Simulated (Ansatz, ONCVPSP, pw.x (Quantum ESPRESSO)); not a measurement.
## B (Z = 5) (bcc): variants of one ONCV potential in the solid

```json
{
  "Element": "B",
  "Generator": "ONCVPSP 4.0.1",
  "Type": "optimised norm-conserving Vanderbilt (ONCV)",
  "Functional": "PBE",
  "Relativity": "scalar-relativistic",
  "Frozen core": "[He]",
  "Valence charge": "3",
  "Reference configuration": "2s2 2p1",
  "Partial waves": "2s: rc 1.45 bohr, ncon 3, nbas 7, qcut 5.3 1/bohr, 1 projector; 2p: rc 3.55 bohr, ncon 4, nbas 9, qcut 4.9 1/bohr, 2 projectors, debl 0.8 Ha; d scattering state at 0.36 Ha: rc 3.20 bohr, ncon 4, nbas 9, qcut 2.8 1/bohr, 1 projector",
  "Local potential": "polynomial inside 1.15 bohr (lpopt 5, dvloc0 1 Ha)",
  "Core correction": "none"
}
```

Crystal test: bcc B in pw.x 7.5, no spin, 18³ k-points, Fermi–Dirac smearing 0.01 Ry, cutoffs set for each file from its atomic test. The reference is all-electron LAPW (Ansatz 0.2.0) with the same functional, mesh and smearing; V0 and B0 come from Birch–Murnaghan fits to the pressures at five volumes. Errors are pseudo minus all-electron; Δ is the rms difference of the E(V) curves that follow from these fits, minima aligned, over ±6 % about the mean V0. Mesh and smearing are coarse, so the numbers serve the comparison and aren't converged zero-temperature values; the lattice is a test structure that the element need not adopt.

All-electron: a0 = 2.308 Å (V0 = 6.15 Å³/atom), B0 = 225.7 GPa.

Base: The largest radius (3.55 bohr) exceeds half the bond length (1.89 bohr), so the spheres overlap, which is one possible source of error among others. This is a poor potential for the solid. The pseudo pressure rises with volume over the whole range, a mechanical instability.

2 further variants are left out: they gave no file fit for a test, a broken result, the same result as the base, or pressures whose basis-set error rivals the error shown.

A dash in a converged row means that the minimum lies outside the volumes sampled.

```csv
change,cutoffs (Ry),pw.x,mean pressure error (GPa)
base,35/140,converged,-94.15
s: qcut 5.6; p: qcut 5.2; d: qcut 2.9,35/140,converged,-77.30
s: qcut 6.4; p: qcut 5.9; d: qcut 3.4,40/160,converged,-57.42
```

Problem. Give the row for: s: qcut 7.6; p: qcut 7.1; d: qcut 4.

Solution. pw.x: converged; mean pressure error (GPa): +76.23.
